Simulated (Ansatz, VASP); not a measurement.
Two plane-wave programs on TePb

```xyz
2
Lattice="0.0000 3.2017 3.2017 3.2017 0.0000 3.2017 3.2017 3.2017 0.0000" Properties=species:S:1:pos:R:3 pbc="T T T"
Te    3.2017    3.2017    3.2017
Pb    0.0000    0.0000    0.0000
```

Alike in both runs: functional PBEsol; k mesh 8 × 8 × 8; no spin polarisation.

Ansatz relaxed the structure, and its values are those at the end. VASP's run is a single point on that final structure, the one shown.

```csv
,VASP,Ansatz
version,VASP 6.6.1,Ansatz 0.2.0
potentials or method,"VASP PAW PBE potentials, release 64 (Te, Pb_d)","scalar-relativistic, plane waves, PAW"
plane-wave cutoff (eV),520,420
occupations,"gaussian, width 0.01 eV",fixed
valence electrons in the cell,20,30
```

```csv
,VASP,Ansatz,Ansatz less VASP
gap on the k mesh at the Fermi level (eV),0.61,0.60,-0.004
least direct gap on the mesh (eV),0.61,0.60,-0.004
pressure (GPa),0.8,0.9,+0.03
```

The two sets of potentials don't hold the same shells in valence.

Caveats: the PAW data sets were made with another functional, which shifts forces and pressure a little (VASP); spin-orbit coupling is left out, which as a rule narrows the gap of such compounds by several tenths of an eV. A k mesh can miss the band edges.
